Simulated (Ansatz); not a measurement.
Trial structure of BN, not yet relaxed:

```yaml
crystal:
  lattice:
    - [2.48226, 0.00000, 0.00000]
    - [-1.24113, 2.14970, 0.00000]
    - [0.00000, 0.00000, 6.87363]
  atoms:
    - { symbol: B, position: [0.00000, 0.00000, 0.88154] }
    - { symbol: B, position: [0.33333, 0.66667, 0.45397] }
    - { symbol: N, position: [0.33333, 0.66667, 0.04182] }
    - { symbol: N, position: [0.66667, 0.33333, 0.62268] }
```

All numbers below come from DFT PBE, scalar-relativistic, plane waves, PAW in Ansatz 0.2.0. Cutoff 420 eV; k points 6×6×4 on the computed 4-atom cell (Γ-centred); Gaussian smearing, width 0.10 eV; no spin polarisation.

The zero of energy is the elements' standard structures at the same level (N₂ as a molecule); no fitted shifts are applied.

Question: Estimate its pressure, forces and energy as it stands.

Answer: The pressure is -34.0 GPa (the mean over three directions, positive in compression), the largest force is 7.22 eV/Å, and the energy is +1.96 eV/atom against the elements. The shortest distance is 1.81 Å.

Question: How much does it gain on relaxing, and where does it end?

Answer: Relaxing gains about 3.2 eV/atom in 33 ionic steps and ends at −1.251 eV/atom on the finer mesh. The symmetry goes from P3m1 (No. 156) to P-6m2 (No. 187). The volume per atom grows by 24.5 %, from 9.2 to 11.4 Å³. The shortest distance goes from 1.81 Å (B–N) to 1.45 Å (B–N). Conventional cell: a = 2.512 Å, c = 8.352 Å. B on its first site is surrounded by 3 N at 1.45 Å; B on its second site has 3 N at 1.45 Å; N on its first site has 3 B at 1.45 Å; 1 more site not described.

The last run used a 12×12×4 mesh (in the run's order of axes) for its 4-atom cell and Gaussian smearing of 0.02 eV. Weakly bound directions are ill-defined at this level, which has no dispersion term. The relaxation can't lower the symmetry of the start. A structure relaxed within its symmetry needn't be a true minimum.
